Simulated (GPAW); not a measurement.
# Cu (Fm-3m) in GPAW: a series of runs

The runs below take Cu through single point, with PBE.

All numbers are computed with GPAW 26.7.0; they aren't measurements. Logs are shortened: lines on timing, memory, paths and dates and some standing lists are left out, and cuts for length are marked. The log counts tension as positive stress, the text compression.

## 1. The structure

The structure is cubic, space group Fm-3m (No. 225). The conventional cell has a = 3.615 Å, b = 3.615 Å, c = 3.615 Å, α = 90.00°, β = 90.00°, γ = 90.00°. Cu (site symmetry m-3m) is surrounded by 12 Cu at 2.56 Å.

## 2. Single point, PBE

Input file run.py:

```python
from ase.dft.bandgap import bandgap
from ase.io import read, write
from ase.units import GPa
from gpaw import GPAW, PW

atoms = read('Cu.xyz')

calc = GPAW(mode=PW(600),
            xc='PBE',
            kpts={'size': (13, 13, 13), 'gamma': True},
            occupations={'name': 'methfessel-paxton', 'order': 0, 'width': 0.019000000000000003},
            nbands=14,
            convergence={'density': 1e-05, 'energy': 1e-05},
            maxiter=150,
            txt='gpaw.txt')
atoms.calc = calc
energy = atoms.get_potential_energy()
forces = atoms.get_forces()
stress = atoms.get_stress()
calc.write('gs.gpw')
write('result.traj', atoms)
print(f'Energy: {energy:.6f} eV')
print('Forces (eV/A):')
print(forces.round(4))
print('Stress (GPa):', (stress / GPa).round(3))
print('Fermi level:', round(calc.get_fermi_level(), 4), 'eV')
print(f'Gap: {bandgap(calc)[0]:.4f} eV, direct: {bandgap(calc, direct=True)[0]:.4f} eV')
```

Input file Cu.xyz:

```xyz
1
Lattice="0.0000000000 1.8075000000 1.8075000000 1.8075000000 0.0000000000 1.8075000000 1.8075000000 1.8075000000 0.0000000000" Properties=species:S:1:pos:R:3 pbc="T T T"
Cu     0.0000000000      0.0000000000      0.0000000000
```

Potentials or basis: GPAW PAW data sets (gpaw-data 1.2.1), pw.

On the command line:

```bash
$ OMP_NUM_THREADS=1 python run.py
```

gpaw.txt:

```text
__  _  _
 | _ |_)|_||  |
 |__||  | ||/\| - 26.7.0

Input parameters:
  mode=PW(ecut=600.0),
  convergence={'density': 1e-05, 'energy': 1e-05},
  kpts=MonkhorstPack(size=(13, 13, 13), gamma=True),
  maxiter=150,
  nbands=14,
  occupations=Occupations(name='methfessel-paxton', order=0, width=0.019000000000000003),
  xc=XC(name='PBE')

Diagonalizing LCAO Hamiltonian
Converting LCAO to pw mode

       Cu

Atoms  # Å, Bohr magnetons
|   | symbol |        x |        y |        z |    initial magnetic moments |
|---|--------|----------|----------|----------|-----------------------------|
| 0 |     Cu | 0.000000 | 0.000000 | 0.000000 | ( 0.0000,  0.0000,  0.0000) |

Unit cell  # Å
| periodic |        x |        y |        z |  lengths |    angles |
|----------|----------|----------|----------|----------|-----------|
|      yes | 0.000000 | 1.807500 | 1.807500 | 2.556191 | 60.000000 |
|      yes | 1.807500 | 0.000000 | 1.807500 | 2.556191 | 60.000000 |
|      yes | 1.807500 | 1.807500 | 0.000000 | 2.556191 | 60.000000 |

Number of symmetries: 48
Symmetry operations  # r_c * U_cc + t_c -> r_c
|    | kind |            matrix            |
|----|------|------------------------------|
|  0 |  σ   |  1, 0, 0,  1, 0,-1,  1,-1, 0 |
|  1 |  C2  |  1, 0, 0,  1,-1, 0,  1, 0,-1 |
|  2 |  E   |  1, 0, 0,  0, 1, 0,  0, 0, 1 |
|  3 |  σ   |  1, 0, 0,  0, 0, 1,  0, 1, 0 |
|  4 |  C4  |  1, 0,-1,  1, 0, 0,  1,-1, 0 |
|  5 |  S6  |  1, 0,-1,  1,-1, 0,  1, 0, 0 |
|  6 |  σ   |  1, 0,-1,  0, 1,-1,  0, 0,-1 |
|  7 |  C3  |  1, 0,-1,  0, 0,-1,  0, 1,-1 |
|  8 |  S6  |  1,-1, 0,  1, 0, 0,  1, 0,-1 |
|  9 |  C4  |  1,-1, 0,  1, 0,-1,  1, 0, 0 |
| 10 |  C3  |  1,-1, 0,  0,-1, 1,  0,-1, 0 |
| 11 |  σ   |  1,-1, 0,  0,-1, 0,  0,-1, 1 |
| 12 |  σ   |  0, 1, 0,  1, 0, 0,  0, 0, 1 |
| 13 |  C4  |  0, 1, 0,  0, 1,-1, -1, 1, 0 |
| 14 |  C3  |  0, 1, 0,  0, 0, 1,  1, 0, 0 |
| 15 |  S6  |  0, 1, 0, -1, 1, 0,  0, 1,-1 |
| 16 |  C2  |  0, 1,-1,  1, 0,-1,  0, 0,-1 |
| 17 |  σ   |  0, 1,-1,  0, 1, 0, -1, 1, 0 |
| 18 |  S4  |  0, 1,-1,  0, 0,-1,  1, 0,-1 |
| 19 |  C4  |  0, 1,-1, -1, 1, 0,  0, 1, 0 |
| 20 |  C3  |  0, 0, 1,  1, 0, 0,  0, 1, 0 |
| 21 |  σ   |  0, 0, 1,  0, 1, 0,  1, 0, 0 |
| 22 |  S6  |  0, 0, 1,  0,-1, 1, -1, 0, 1 |
| 23 |  C4  |  0, 0, 1, -1, 0, 1,  0,-1, 1 |
| 24 |  S4  |  0, 0,-1,  1, 0,-1,  0, 1,-1 |
| 25 |  C3  |  0, 0,-1,  0, 1,-1,  1, 0,-1 |
| 26 |  C2  |  0, 0,-1,  0,-1, 0, -1, 0, 0 |
| 27 |  S6  |  0, 0,-1, -1, 0, 0,  0,-1, 0 |
| 28 |  S4  |  0,-1, 1,  1,-1, 0,  0,-1, 0 |
| 29 |  C4  |  0,-1, 1,  0, 0, 1, -1, 0, 1 |
| 30 |  C2  |  0,-1, 1,  0,-1, 0,  1,-1, 0 |
| 31 |  σ   |  0,-1, 1, -1, 0, 1,  0, 0, 1 |
| 32 |  C3  |  0,-1, 0,  1,-1, 0,  0,-1, 1 |
| 33 |  S6  |  0,-1, 0,  0, 0,-1, -1, 0, 0 |
| 34 |  S4  |  0,-1, 0,  0,-1, 1,  1,-1, 0 |
| 35 |  C2  |  0,-1, 0, -1, 0, 0,  0, 0,-1 |
| 36 |  C2  | -1, 1, 0,  0, 1, 0,  0, 1,-1 |
| 37 |  S6  | -1, 1, 0,  0, 1,-1,  0, 1, 0 |
| 38 |  S4  | -1, 1, 0, -1, 0, 1, -1, 0, 0 |
| 39 |  C3  | -1, 1, 0, -1, 0, 0, -1, 0, 1 |
| 40 |  S6  | -1, 0, 1,  0, 0, 1,  0,-1, 1 |
| 41 |  C2  | -1, 0, 1,  0,-1, 1,  0, 0, 1 |
| 42 |  C3  | -1, 0, 1, -1, 1, 0, -1, 0, 0 |
| 43 |  S4  | -1, 0, 1, -1, 0, 0, -1, 1, 0 |
| 44 |  C2  | -1, 0, 0,  0, 0,-1,  0,-1, 0 |
| 45 |  i   | -1, 0, 0,  0,-1, 0,  0, 0,-1 |
| 46 |  σ   | -1, 0, 0, -1, 1, 0, -1, 0, 1 |
| 47 |  C2  | -1, 0, 0, -1, 0, 1, -1, 1, 0 |

BZ-sampling:
  Number of BZ points: 2197
  Number of IBZ points: 84

  Monkhorst-Pack size: [13, 13, 13]
  Monkhorst-Pack shift: [0, 0, 0]

K-points  # in reciprocal-cell coordinates
|     |                                coordinates |     weight |
|-----|--------------------------------------------|------------|
|   0 | (  0.00000000,   0.00000000,   0.00000000) | 0.00045517 |
|   1 | (  0.07692308,   0.07692308,   0.00000000) | 0.00273100 |
|   2 | (  0.07692308,   0.07692308,   0.07692308) | 0.00364133 |
|   3 | (  0.15384615,   0.07692308,   0.07692308) | 0.00546199 |
|   4 | (  0.15384615,   0.15384615,   0.00000000) | 0.00273100 |
|   5 | (  0.15384615,   0.15384615,   0.07692308) | 0.01092399 |
|   6 | (  0.15384615,   0.15384615,   0.15384615) | 0.00364133 |
|   7 | (  0.23076923,   0.15384615,   0.07692308) | 0.01092399 |
|   8 | (  0.23076923,   0.15384615,   0.15384615) | 0.01092399 |
|   9 | (  0.23076923,   0.23076923,   0.00000000) | 0.00273100 |
| ... |                                            |            |
|  83 | (  0.46153846,   0.46153846,   0.46153846) | 0.00364133 |

Plane wave coefficients: 411
Cutoff: 600.0 eV

Spin-components: 1 (collinear spins)
Bands:           14
Projectors:      6
Spin-degeneracy: 2
Datatype:        complex128

Parallelization:
  kpt:    1
  domain: 1
  band:   1

Density:
  Valence electrons: 11.0
  Components: 1
  Grid points: [15 15 15]
  Charge: 0.0  # |e|

Potential:
  Grid points: [15 15 15]

species:
  Cu:
    name:    Copper
    Z:       29.0
    valence: 11
    core:    18
    charge:  0.0  # [|e|]
    compensation charges:
      type: gauss
      rc: 0.33  # [Å]
      lmax: 2
    cutoffs:
      filter: 2.06  # [Å]
      core: 2.43  # [Å]
    projectors
    | kind |    occ | energy [eV] | rcut [Å] |
    |------|--------|-------------|----------|
    |   4s |  1.000 |      -4.609 |    1.164 |
    |   4p |  0.000 |      -0.698 |    1.164 |
    |   3d | 10.000 |      -5.039 |    1.058 |
    |    s |        |      22.603 |    1.164 |
    |    p |        |      26.513 |    1.164 |
    |    d |        |      22.172 |    1.058 |

    Using partial waves for Cu as LCAO basis

Reference energy: -45021.451841  # eV

eigensolver:
  PPCG
  Converge bands: occupied
  niter=2

density mixing:
  MSR1-Mixer
  Pratt-step length: 0.05
  Maximum mixing coefficient: 0.75
  Old densities: 10
  SVD Regularization: 0.005
  Good broyden scale: 1.0
  Trust region scale: 1.0
  Backstep threshold: 4.0
  History deletion threshold: 6.0
  Fourier metric: weight=20.0, sigma=0.015

occupation numbers:
  Methfessel-Paxton:
    width: 0.0190  # eV
    order: 0

poisson solver:
  ecut: 4800.0  # eV

xc functional:
  name: PBE with 2 nearest neighbor stencil

convergence criteria:
- Maximum integral of absolute [dens]ity change: 1e-05 electrons / valence electron
- Maximum [total energy] change in last 3 cyles: 1e-05 eV / valence electron
- Maximum integral of absolute [eigenst]ate change: 4e-08 eV^2 / valence electron
maximum number of iterations: 150

SCF iterations
|iter     | |      energy | eigst |  dens |
|---------|-|-------------|-------|-------|
|iter:   1| |   -4.630522 | -0.41 |       |
|iter:   2| |   -4.257764 | -2.97 | -0.89 |
|iter:   3| |   -3.689669 | -1.94 | -0.99 |
|iter:   4| |   -3.679666 | -4.16 | -1.79 |
|iter:   5| |   -3.672401 | -3.54 | -1.95 |
|iter:   6| |   -3.672407 | -6.50 | -3.55 |
|iter:   7| |   -3.672405c| -6.20 | -3.56 |
|iter:   8| |   -3.672405c| -8.73c| -4.44 |
|iter:   9| |   -3.672405c| -8.42c| -5.14c|

Converged in 9 steps
Energy contributions relative to reference atoms: (reference = -45021.451841)

Energy contributions:
  Kinetic:         -11.949458
  Coulomb:           9.321277
  Zero:              0.051944
  External:          0.000000
  Xc:               -1.096107
  Entropy:          -0.000121
  Spinorbit:         0.000000
  ----------------------------
  Free energy:      -3.672466
  Extrapolated:     -3.672405

dipole moment: (-7.877849, -7.877849, -7.877849)  # |e|*Ang

Fermi level: 8.257
Eigenvalues  # (at kpt = [0.000, 0.000, 0.000])
| band index |      eig [eV] | occ [0-2] |
|------------|---------------|-----------|
|          0 |        -1.326 |     2.000 |
|          1 |         5.025 |     2.000 |
|          2 |         5.025 |     2.000 |
|          3 |         5.025 |     2.000 |
|          4 |         5.844 |     2.000 |
|          5 |         5.844 |     2.000 |
|          6 |        31.045 |     0.000 |
|          7 |        33.456 |     0.000 |
|          8 |        33.456 |     0.000 |
|          9 |        33.456 |     0.000 |
|         10 |        35.692 |     0.000 |
|         11 |        35.692 |     0.000 |
|         12 |        35.692 |     0.000 |
|         13 |        39.535 |     0.000 |

No gap
No difference between direct/indirect transitions

Forces  # eV/Ang
|        x |       y |       z |
|----------|---------|---------|
| -0.00000 | 0.00000 | 0.00000 |  # Cu   0

Stress tensor  # eV/Ang^3
|         x |         y |         z |
|-----------|-----------|-----------|
| -0.019164 |  0.000000 |  0.000000 |
|  0.000000 | -0.019164 |  0.000000 |
|  0.000000 |  0.000000 | -0.019164 |

# Writing to gs.gpw (mode='')
```

Wall time 11 s (1 thread of Arm Neoverse V1, shared host); peak memory 0.15 GiB.

What came out:

```
Free energy            : -3.6725 eV
Pressure               : 3.1 GPa
Band gap on the k mesh : none (metal or under the smearing width)
```

Levels at points of the mesh, in eV from the Fermi level:
| k point | band 4 | band 5 | band 6 | band 7 | band 8 | band 9 |
| --- | --- | --- | --- | --- | --- | --- |
| (0.00, 0.00, 0.00) | -3.23 | -2.41 | -2.41 | 22.79 | 25.20 | 25.20 |

Caveat: with this Cu data set, volumes or pressures lay over 1.5 % or 2 GPa off other programs in two to four cells of ten.

## 3. Single point, PBE

run.py: that of step 2 with these lines changed.

```diff
@@ -5,11 +5,11 @@
 
-atoms = read('Cu.xyz')
+atoms = read('Cu.cif')
 
-calc = GPAW(mode=PW(600),
+calc = GPAW(mode=PW(500),
             xc='PBE',
-            kpts={'size': (13, 13, 13), 'gamma': True},
-            occupations={'name': 'methfessel-paxton', 'order': 0, 'width': 0.019000000000000003},
-            nbands=14,
+            kpts={'size': (7, 7, 7), 'gamma': True},
+            occupations={'name': 'fermi-dirac', 'width': 0.05},
+            nbands=42,
             convergence={'density': 1e-05, 'energy': 1e-05},
-            maxiter=150,
+            maxiter=60,
             txt='gpaw.txt')
```

Input file Cu.cif:

```cif
data_Cu
_cell_length_a 3.61500000
_cell_length_b 3.61500000
_cell_length_c 3.61500000
_cell_angle_alpha 90.00000000
_cell_angle_beta 90.00000000
_cell_angle_gamma 90.00000000
_space_group_name_H-M_alt 'Fm-3m'
_space_group_name_Hall '-F 4 2 3'
_space_group_IT_number 225
loop_
_space_group_symop_operation_xyz
'x,y,z'
'-x,-y,-z'
'-y,x,z'
'y,-x,-z'
'-x,-y,z'
'x,y,-z'
'y,-x,z'
'-y,x,-z'
'x,-y,-z'
'-x,y,z'
'-y,-x,-z'
'y,x,z'
'-x,y,-z'
'x,-y,z'
'y,x,-z'
'-y,-x,z'
'z,x,y'
'-z,-x,-y'
'z,-y,x'
'-z,y,-x'
'z,-x,-y'
'-z,x,y'
'z,y,-x'
'-z,-y,x'
'-z,x,-y'
'z,-x,y'
'-z,-y,-x'
'z,y,x'
'-z,-x,y'
'z,x,-y'
'-z,y,x'
'z,-y,-x'
'y,z,x'
'-y,-z,-x'
'x,z,-y'
'-x,-z,y'
'-y,z,-x'
'y,-z,x'
'-x,z,y'
'x,-z,-y'
'-y,-z,x'
'y,z,-x'
'-x,-z,-y'
'x,z,y'
'y,-z,-x'
'-y,z,x'
'x,-z,y'
'-x,z,-y'
'x,y+1/2,z+1/2'
'-x,-y+1/2,-z+1/2'
'-y,x+1/2,z+1/2'
[... 62 lines left out ...]
'-z+1/2,-x,-y+1/2'
'z+1/2,-y,x+1/2'
'-z+1/2,y,-x+1/2'
'z+1/2,-x,-y+1/2'
'-z+1/2,x,y+1/2'
'z+1/2,y,-x+1/2'
'-z+1/2,-y,x+1/2'
'-z+1/2,x,-y+1/2'
'z+1/2,-x,y+1/2'
'-z+1/2,-y,-x+1/2'
'z+1/2,y,x+1/2'
'-z+1/2,-x,y+1/2'
'z+1/2,x,-y+1/2'
'-z+1/2,y,x+1/2'
'z+1/2,-y,-x+1/2'
'y+1/2,z,x+1/2'
'-y+1/2,-z,-x+1/2'
'x+1/2,z,-y+1/2'
'-x+1/2,-z,y+1/2'
'-y+1/2,z,-x+1/2'
'y+1/2,-z,x+1/2'
'-x+1/2,z,y+1/2'
'x+1/2,-z,-y+1/2'
'-y+1/2,-z,x+1/2'
'y+1/2,z,-x+1/2'
'-x+1/2,-z,-y+1/2'
'x+1/2,z,y+1/2'
'y+1/2,-z,-x+1/2'
'-y+1/2,z,x+1/2'
'x+1/2,-z,y+1/2'
'-x+1/2,z,-y+1/2'
'x+1/2,y+1/2,z'
'-x+1/2,-y+1/2,-z'
'-y+1/2,x+1/2,z'
'y+1/2,-x+1/2,-z'
'-x+1/2,-y+1/2,z'
'x+1/2,y+1/2,-z'
'y+1/2,-x+1/2,z'
'-y+1/2,x+1/2,-z'
'x+1/2,-y+1/2,-z'
'-x+1/2,y+1/2,z'
'-y+1/2,-x+1/2,-z'
'y+1/2,x+1/2,z'
'-x+1/2,y+1/2,-z'
'x+1/2,-y+1/2,z'
'y+1/2,x+1/2,-z'
'-y+1/2,-x+1/2,z'
'z+1/2,x+1/2,y'
'-z+1/2,-x+1/2,-y'
'z+1/2,-y+1/2,x'
'-z+1/2,y+1/2,-x'
'z+1/2,-x+1/2,-y'
'-z+1/2,x+1/2,y'
'z+1/2,y+1/2,-x'
'-z+1/2,-y+1/2,x'
'-z+1/2,x+1/2,-y'
'z+1/2,-x+1/2,y'
'-z+1/2,-y+1/2,-x'
'z+1/2,y+1/2,x'
'-z+1/2,-x+1/2,y'
'z+1/2,x+1/2,-y'
'-z+1/2,y+1/2,x'
'z+1/2,-y+1/2,-x'
'y+1/2,z+1/2,x'
'-y+1/2,-z+1/2,-x'
'x+1/2,z+1/2,-y'
'-x+1/2,-z+1/2,y'
'-y+1/2,z+1/2,-x'
'y+1/2,-z+1/2,x'
'-x+1/2,z+1/2,y'
'x+1/2,-z+1/2,-y'
'-y+1/2,-z+1/2,x'
'y+1/2,z+1/2,-x'
'-x+1/2,-z+1/2,-y'
'x+1/2,z+1/2,y'
'y+1/2,-z+1/2,-x'
'-y+1/2,z+1/2,x'
'x+1/2,-z+1/2,y'
'-x+1/2,z+1/2,-y'
loop_
_atom_site_label
_atom_site_type_symbol
_atom_site_symmetry_multiplicity
_atom_site_Wyckoff_symbol
_atom_site_fract_x
_atom_site_fract_y
_atom_site_fract_z
_atom_site_occupancy
Cu1 Cu 4 a 0.0000000000 0.0000000000 0.0000000000 1
```

Potentials or basis: GPAW PAW data sets (gpaw-data 1.2.1), pw.

On the command line:

```bash
$ OMP_NUM_THREADS=1 python run.py
```

Run time: 19 s. Hardware: 1 thread of Arm Neoverse V1, shared host; peak memory 0.16 GiB.

Results (log left out):

| Quantity | Value |
| --- | --- |
| Free energy | -14.6693 eV |
| Pressure | 1.7 GPa |
| Band gap on the k mesh | none (metal or under the smearing width) |

Levels at points of the mesh, in eV from the Fermi level:
```
           k point  band 18  band 19  band 20  band 21  band 22  band 23  band 24  band 25  band 26  band 27
(0.00, 0.00, 0.00)    -1.35    -1.35    -1.35    -1.35     1.61     1.61     1.61     7.27     7.27     7.27
```

Caveat: with this Cu data set, volumes or pressures lay over 1.5 % or 2 GPa off other programs in two to four cells of ten; the cutoff is short for stress and forces, so pressures can be off by a GPa or more.
